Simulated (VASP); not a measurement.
# PbSe (Clausthalite) (Fm-3m) in VASP: notebook

The runs below take PbSe (Clausthalite) through single point, with HSE06.

Everything below comes from runs of VASP 6.6.1. Logs are shortened: lines on timing, memory, paths and dates and some standing lists are left out, and cuts for length are marked.

### Step 1. Starting point

The structure is cubic, space group Fm-3m (No. 225). The conventional cell has a = 6.124 Å, b = 6.124 Å, c = 6.124 Å, α = 90.00°, β = 90.00°, γ = 90.00°. Pb (site symmetry m-3m) is surrounded by 6 Se at 3.06 Å. Se (site symmetry m-3m) is surrounded by 6 Pb at 3.06 Å.

### Step 2. Single point, HSE06, non-collinear spin, zero start, spin-orbit coupling

POSCAR

```
PbSe
1.0
    0.0000000000      3.0621500000      3.0621500000
    3.0621500000      0.0000000000      3.0621500000
    3.0621500000      3.0621500000      0.0000000000
Pb Se
1 1
Direct
    0.0000000000      0.0000000000      0.0000000000
    0.5000000000      0.5000000000      0.5000000000
```

INCAR.step1

```
SYSTEM = PbSe
PREC     = Accurate       ! precision mode
ENCUT    = 520            ! plane-wave cutoff, eV
EDIFF    = 1E-5           ! SCF threshold, eV
ISMEAR   = 0              ! smearing method
SIGMA    = 0.02           ! smearing width, eV
LREAL    = .FALSE.        ! projectors in reciprocal space
LASPH    = .TRUE.         ! aspherical terms in the spheres
NELM     = 100            ! most SCF steps
ALGO     = Normal         ! electronic algorithm
ISIF     = 2              ! what is computed and relaxed
LWAVE    = .TRUE.         ! write WAVECAR
LCHARG   = .FALSE.        ! write CHGCAR
MAGMOM   = 0 0 0 0 0 0    ! initial moments
LORBIT   = 11             ! projections on sites
LSORBIT  = .TRUE.         ! spin-orbit coupling
GGA_COMPAT= .FALSE.      
NBANDS   = 32             ! bands
GGA      = PE             ! functional
```

INCAR.step2

```
SYSTEM = PbSe
PREC     = Accurate       ! precision mode
ENCUT    = 520            ! plane-wave cutoff, eV
EDIFF    = 1E-6           ! SCF threshold, eV
ISMEAR   = 0              ! smearing method
SIGMA    = 0.02           ! smearing width, eV
LREAL    = .FALSE.        ! projectors in reciprocal space
LASPH    = .TRUE.         ! aspherical terms in the spheres
NELM     = 100            ! most SCF steps
ALGO     = Normal         ! electronic algorithm
ISIF     = 2              ! what is computed and relaxed
LWAVE    = .FALSE.        ! write WAVECAR
LCHARG   = .FALSE.        ! write CHGCAR
MAGMOM   = 0 0 0 0 0 0    ! initial moments
LORBIT   = 11             ! projections on sites
LSORBIT  = .TRUE.         ! spin-orbit coupling
GGA_COMPAT= .FALSE.      
GGA      = PE             ! functional
LHFCALC  = .TRUE.         ! exact exchange
HFSCREEN = 0.2            ! screening, 1/A
PRECFOCK = Fast         
NBANDS   = 32             ! bands
ISTART   = 1
```

KPOINTS

```
regular mesh
0
G
  6 6 6
  0 0 0
```

Potentials or basis: VASP PAW PBE potentials, release 64 (Pb_d, Se).

Command:

```sh
$ cat potpaw_PBE.64/Pb_d/POTCAR potpaw_PBE.64/Se/POTCAR > POTCAR
$ cp INCAR.step1 INCAR
$ mpirun -np 1 vasp_ncl > vasp.out
$ cp INCAR.step2 INCAR
$ mpirun -np 1 vasp_ncl > vasp.out
```

OUTCAR:

```text
SYSTEM = PbSe
   PREC = Accurate
   ENCUT = 520
   EDIFF = 1E-6
   ISMEAR = 0
   LREAL = .FALSE.
   LASPH = .TRUE.
   NELM = 100
   ISIF = 2
   LORBIT = 11
   LSORBIT = .TRUE.
   GGA = PE
   LHFCALC = .TRUE.
   HFSCREEN = 0.2
   PRECFOCK = Fast
   ISTART = 1

 ion  position               nearest neighbor table
   1  0.000  0.000  0.000-   2 3.06   2 3.06   2 3.06   2 3.06   2 3.06   2 3.06
   2  0.500  0.500  0.500-   1 3.06   1 3.06   1 3.06   1 3.06   1 3.06   1 3.06

  LATTYP: Found a face centered cubic cell.
 ALAT       =     6.1243000000

  Lattice vectors:

 A1 = (   0.0000000000,   3.0621500000,   3.0621500000)
 A2 = (   3.0621500000,   0.0000000000,   3.0621500000)
 A3 = (   3.0621500000,   3.0621500000,   0.0000000000)

Analysis of symmetry for initial positions (statically):
=====================================================================
 Subroutine PRICEL returns:
 Original cell was already a primitive cell.

 Routine SETGRP: Setting up the symmetry group for a
 face centered cubic supercell.

 Subroutine GETGRP returns: Found 48 space group operations
 (whereof 48 operations were pure point group operations)
 out of a pool of 48 trial point group operations.

The static configuration has the point symmetry O_h .

Analysis of symmetry for dynamics (positions and initial velocities):
=====================================================================
 Subroutine PRICEL returns:
 Original cell was already a primitive cell.

 Routine SETGRP: Setting up the symmetry group for a
 face centered cubic supercell.

 Subroutine GETGRP returns: Found 48 space group operations
 (whereof 48 operations were pure point group operations)
 out of a pool of 48 trial point group operations.

The dynamic configuration has the point symmetry O_h .

Analysis of structural, dynamic, and magnetic symmetry:
=====================================================================
 Subroutine PRICEL returns:
 Original cell was already a primitive cell.

 Routine SETGRP: Setting up the symmetry group for a
 face centered cubic supercell.

 Subroutine GETGRP returns: Found 48 space group operations
 (whereof 48 operations were pure point group operations)
 out of a pool of 48 trial point group operations.

The overall configuration has the point symmetry O_h .

 Subroutine INISYM returns: Found 48 space group operations
 (whereof 48 operations are pure point group operations),
 and found     1 'primitive' translations

----------------------------------------------------------------------------------------

                                     Primitive cell

  volume of cell :      57.4261

  direct lattice vectors                    reciprocal lattice vectors
     0.000000000  3.062150000  3.062150000    -0.163283967  0.163283967  0.163283967
     3.062150000  0.000000000  3.062150000     0.163283967 -0.163283967  0.163283967
     3.062150000  3.062150000  0.000000000     0.163283967  0.163283967 -0.163283967

  length of vectors
     4.330534060  4.330534060  4.330534060     0.282816127  0.282816127  0.282816127

  position of ions in fractional coordinates (direct lattice)
     0.000000000  0.000000000  0.000000000
     0.500000000  0.500000000  0.500000000

  ion indices of the primitive-cell ions
   primitive index   ion index
                 1           1
                 2           2

----------------------------------------------------------------------------------------

 KPOINTS: regular mesh

Automatic generation of k-mesh.
 Grid dimensions read from file:
 generate k-points for:    6    6    6

 Generating k-lattice:
[... 76 lines left out ...]
  Thomas-Fermi vector in A             =   2.288467
   LORBIT       =     11    0 simple, 1 ext, 2 COOP (PROOUT), +10 PAW based schemes
   GGA     = PE    functional components
   LHFCALC =     T    Hartree Fock is set to
   PRECFOCK=fast      Normal, Fast or Accurate (Low or Medium for compatibility)
   ENCUT4O =  -1.0   cutoff for four orbital integrals eV
   NKREDX  =     1    reduce k-point grid by
   NKREDY  =     1    reduce k-point grid by
   NKREDZ  =     1    reduce k-point grid by
   AEXX    =    0.2500 exact exchange contribution
   HFSCREEN=    0.2000 screening length (either q_TF or 0.3 A-1)
   HFSCREENC=   0.2000 screening length for correlation (either q_TF or 0.3 A-1)
   ENCUTFOCK=  -1.0 apply spherical cutoff to Coloumb kernel
   IVDW    =     0    specifies the selected vdW correction
   LEPSILON=     F    determine dielectric tensor
   LRPA    =     F    only Hartree local field effects (RPA)
 Gauss-broadening in eV      SIGMA  =   0.02
  energy-cutoff  :      520.00
  volume of cell :       57.43
 maximum number of plane-waves:      3144
  NGX = 18; NGY = 18; NGZ = 18

 number of electron      19.9999999 magnetization      -0.0000000     -0.0000000     -0.0000000

 number of electron      19.9999999 magnetization       0.0000000      0.0000000      0.0000000

 number of electron      19.9999999 magnetization      -0.0000000     -0.0000000      0.0000000

 Free energy of the ion-electron system (eV)
  ---------------------------------------------------
  ext. energy  EPLUGINS =         0.00000000
  ---------------------------------------------------
  free energy    TOTEN  =       -10.14470875 eV

  energy without entropy =      -10.14470875  energy(sigma->0) =      -10.14470875

 E-fermi :   4.9567     XC(G=0):  -7.9097

 val. band max:        4.7755969399   @ k =   0.5000   0.0000   0.0000
 cond. band min:       5.0722136539   @ k =   0.5000   0.0000   0.0000
 fundamental gap:      0.2966167140
 Fermi energy:         4.9567242406

 k-point     1 :       0.0000    0.0000    0.0000
  band No.  band energies     occupation
      1     -15.4276      1.00000
      2     -15.4276      1.00000
      3     -15.4276      1.00000
      4     -15.4276      1.00000
      5     -12.7498      1.00000
      6     -12.7498      1.00000
[... 549 lines left out ...]
     31      17.3830      0.00000
     32      17.3830      0.00000

------------------------ aborting loop because EDIFF is reached ----------------------------------------

  FORCE on cell =-STRESS in cart. coord.  units (eV):
  Direction    XX          YY          ZZ          XY          YZ          ZX
  --------------------------------------------------------------------------------------
  -------------------------------------------------------------------------------------
  Total        0.3140419      0.3140419      0.3140419     -0.0000000     -0.0000000      0.0000000
  in kB        8.7617085      8.7617085      8.7617085     -0.0000000     -0.0000000      0.0000000
  external PRESSURE =       8.7617085 kB  Pullay stress =       0.0000000 kB

 VOLUME and BASIS-vectors are now :
 -----------------------------------------------------------------------------
  energy-cutoff  :      520.00
  volume of cell :       57.43
      direct lattice vectors                 reciprocal lattice vectors
     0.000000000  3.062150000  3.062150000    -0.163283967  0.163283967  0.163283967
     3.062150000  0.000000000  3.062150000     0.163283967 -0.163283967  0.163283967
     3.062150000  3.062150000  0.000000000     0.163283967  0.163283967 -0.163283967

 POSITION                                       TOTAL-FORCE (eV/Angst)
 -----------------------------------------------------------------------------------
      0.00000      0.00000      0.00000         0.000000     -0.000000      0.000000
      3.06215      3.06215      3.06215         0.000000      0.000000     -0.000000
 -----------------------------------------------------------------------------------
    total drift:                                0.000002      0.000003      0.000005

  FREE ENERGIE OF THE ION-ELECTRON SYSTEM (eV)
  ---------------------------------------------------
  free  energy   TOTEN  =       -10.1447087459 eV

  energy  without entropy=      -10.1447087459  energy(sigma->0) =      -10.14470875

 Spin-Orbit-Coupling matrix elements

 Ion:    1  E_soc:     -0.7428612
 l=   1
     0.0000000    -0.0588889    -0.0588889
    -0.0588889     0.0000000    -0.0588889
    -0.0588889    -0.0588889     0.0000000
 l=   2
     0.0000000    -0.0130261     0.0000000    -0.0130261    -0.0518952
    -0.0130261     0.0000000    -0.0389214    -0.0130261    -0.0129738
     0.0000000    -0.0389214     0.0000000    -0.0389214     0.0000000
    -0.0130261    -0.0130261    -0.0389214     0.0000000    -0.0129738
    -0.0518952    -0.0129738     0.0000000    -0.0129738     0.0000000
 l=   3
     0.0000000     0.0000000     0.0000000     0.0000000     0.0000000     0.0000000     0.0000000
     0.0000000     0.0000000     0.0000000     0.0000000     0.0000000     0.0000000     0.0000000
     0.0000000     0.0000000     0.0000000     0.0000000     0.0000000     0.0000000     0.0000000
     0.0000000     0.0000000     0.0000000     0.0000000     0.0000000     0.0000000     0.0000000
     0.0000000     0.0000000     0.0000000     0.0000000     0.0000000     0.0000000     0.0000000
     0.0000000     0.0000000     0.0000000     0.0000000     0.0000000     0.0000000     0.0000000
     0.0000000     0.0000000     0.0000000     0.0000000     0.0000000     0.0000000     0.0000000

 Ion:    2  E_soc:     -0.0455876
 l=   1
     0.0000000    -0.0076089    -0.0076089
    -0.0076089     0.0000000    -0.0076089
    -0.0076089    -0.0076089     0.0000000
 l=   2
     0.0000000    -0.0000013     0.0000000    -0.0000013     0.0000123
    -0.0000013     0.0000000     0.0000092    -0.0000013     0.0000031
     0.0000000     0.0000092     0.0000000     0.0000092     0.0000000
    -0.0000013    -0.0000013     0.0000092     0.0000000     0.0000031
     0.0000123     0.0000031     0.0000000     0.0000031     0.0000000
 l=   3
     0.0000000     0.0000000     0.0000000     0.0000000     0.0000000     0.0000000     0.0000000
     0.0000000     0.0000000     0.0000000     0.0000000     0.0000000     0.0000000     0.0000000
     0.0000000     0.0000000     0.0000000     0.0000000     0.0000000     0.0000000     0.0000000
     0.0000000     0.0000000     0.0000000     0.0000000     0.0000000     0.0000000     0.0000000
     0.0000000     0.0000000     0.0000000     0.0000000     0.0000000     0.0000000     0.0000000
     0.0000000     0.0000000     0.0000000     0.0000000     0.0000000     0.0000000     0.0000000
     0.0000000     0.0000000     0.0000000     0.0000000     0.0000000     0.0000000     0.0000000

 total charge

# of ion       s       p       d       tot
------------------------------------------
    1        1.505   0.514   9.847  11.867
    2        1.478   2.377   0.016   3.871
--------------------------------------------------
tot          2.983   2.891   9.864  15.738

 magnetization (x)

# of ion       s       p       d       tot
------------------------------------------
    1        0.000  -0.000  -0.000   0.000
    2        0.000  -0.000  -0.000  -0.000
--------------------------------------------------
tot          0.000  -0.000  -0.000   0.000

 magnetization (y)

# of ion       s       p       d       tot
------------------------------------------
    1        0.000  -0.000  -0.000   0.000
    2        0.000   0.000  -0.000  -0.000
--------------------------------------------------
tot          0.000  -0.000  -0.000   0.000

 magnetization (z)

# of ion       s       p       d       tot
------------------------------------------
    1        0.000   0.000  -0.000   0.000
    2        0.000  -0.000   0.000   0.000
--------------------------------------------------
tot          0.000   0.000  -0.000   0.000
```

Run time: 64 min. Hardware: 1 thread of Intel Xeon 6975P-C (Granite Rapids), shared host; peak memory 0.47 GiB.

What came out:

```yaml
Free_energy: -10.1447 eV
Pressure: 0.9 GPa
Net_moment: 0.00 μB per cell
Valence_electrons_inside_the_program's_atomic_spheres: Pb 11.87; Se 3.87
```

Moments on the atoms (μB; x, y, z):
```
Pb  0.00 0.00 0.00
Se  0.00 0.00 0.00
```

Caveat: the PAW data sets were made with another functional, which shifts forces and pressure a little.

### Step 3. Single point, HSE06

POSCAR is that of step 2.

Edit INCAR.step1 of step 2 so:

```diff
@@ -13,7 +13,2 @@
 LCHARG   = .FALSE.        ! write CHGCAR
-MAGMOM   = 0 0 0 0 0 0    ! initial moments
-LORBIT   = 11             ! projections on sites
-LSORBIT  = .TRUE.         ! spin-orbit coupling
-GGA_COMPAT= .FALSE.      
-NBANDS   = 32             ! bands
 GGA      = PE             ! functional
```

Edit INCAR.step2 of step 2 so:

```diff
@@ -13,6 +13,2 @@
 LCHARG   = .FALSE.        ! write CHGCAR
-MAGMOM   = 0 0 0 0 0 0    ! initial moments
-LORBIT   = 11             ! projections on sites
-LSORBIT  = .TRUE.         ! spin-orbit coupling
-GGA_COMPAT= .FALSE.      
 GGA      = PE             ! functional
@@ -20,4 +16,3 @@
 HFSCREEN = 0.2            ! screening, 1/A
-PRECFOCK = Fast         
-NBANDS   = 32             ! bands
+PRECFOCK = Normal       
 ISTART   = 1
```

KPOINTS

```
regular mesh
0
G
  4 4 4
  0 0 0
```

Potentials or basis: VASP PAW PBE potentials, release 64 (Pb_d, Se).

Command:

```sh
$ cat potpaw_PBE.64/Pb_d/POTCAR potpaw_PBE.64/Se/POTCAR > POTCAR
$ cp INCAR.step1 INCAR
$ mpirun -np 1 vasp_std > vasp.out
$ cp INCAR.step2 INCAR
$ mpirun -np 1 vasp_std > vasp.out
```

Wall time 9.3 min (1 thread of Intel Xeon Platinum 8488C (Sapphire Rapids), shared host); peak memory 0.29 GiB.

It converged, with:

| Property | Result |
| --- | --- |
| Free energy | -9.7532 eV |
| Pressure | 1.1 GPa |
| Band gap on the k mesh | 0.73 eV, direct |

Levels at points of the mesh, in eV from the valence-band top:
```tsv
k point	band 7	band 8	band 9	band 10	band 11	band 12	band 13	band 14
(0.00, 0.00, 0.00)	-6.65	-2.19	-2.19	-2.19	5.50	5.50	5.50	7.17
(0.50, 0.00, 0.00)	-9.61	-1.77	-1.77	0.00	0.73	2.18	2.18	9.34
(0.50, 0.50, 0.00)	-7.91	-5.60	-3.67	-3.67	4.18	6.47	6.47	6.94
```

Caveat: the k mesh is coarse (spacing up to 0.44 Å⁻¹), so the values aren't converged, least of all with exact exchange; the PAW data sets were made with another functional, which shifts forces and pressure a little; spin-orbit coupling is left out, which as a rule narrows the gap of such compounds by several tenths of an eV. A k mesh can miss the band edges.
